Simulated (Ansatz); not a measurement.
Si under changes of volume

One of the cells (20.165 Å³/atom); the others are scaled copies at fixed shape and fractional positions:

```
Si
1.0
     0.00000    2.72185    2.72185
     2.72185    0.00000    2.72185
     2.72185    2.72185    0.00000
Si
2
Direct
  0.50000 0.50000 0.50000
  0.75000 0.75000 0.75000
```

- Program: Ansatz 0.2.0
- Functional: PBEsol
- Potentials or basis: all-electron LAPW, scalar-relativistic
- Cutoff: 242 eV (chosen from the basis error)
- Basis error allowed: 0.0005 eV/atom
- k mesh: 8 × 8 × 8
- Occupations: fermi-dirac, width 0.05 eV
- Spin: no spin polarisation

| volume (Å³/atom) | energy over the lowest point (meV/atom) | pressure (GPa) | gap on the mesh (eV) |
| --- | --- | --- | --- |
| 18.955 | ? | ? | ? |
| 19.358 | 7.05 | 3.5 | 0.45 |
| 19.761 | 0.97 | 1.4 | 0.49 |
| 20.165 | 0.00 | -0.6 | 0.52 |
| 20.568 | 3.64 | -2.3 | 0.55 |
| 20.971 | 11.41 | -3.9 | 0.58 |
| 21.375 | 22.90 | -5.2 | 0.61 |

Question: What does the run at 18.955 Å³/atom give?

Answer: Energy over the lowest point 18.81 meV/atom; pressure 5.9 GPa; gap on the mesh 0.42 eV.

Worked out: A Birch-Murnaghan fit of order 3 (a polynomial in V^(-2/3)) to the other rows has its minimum at 20.04 Å³/atom with B0 = V·E''(V) = 94 GPa and B' = 4.4. It gives 18.85 meV/atom at 18.955 Å³/atom, against the run's 18.81, and -dE/dV = 5.9 GPa, against 5.9. A straight line through the other rows of the gap, of slope 1.59 eV per unit of ln V, extrapolates to 0.42 eV, against the run's 0.42.

Energies are extrapolated to zero smearing.

A mesh can miss the band edges.
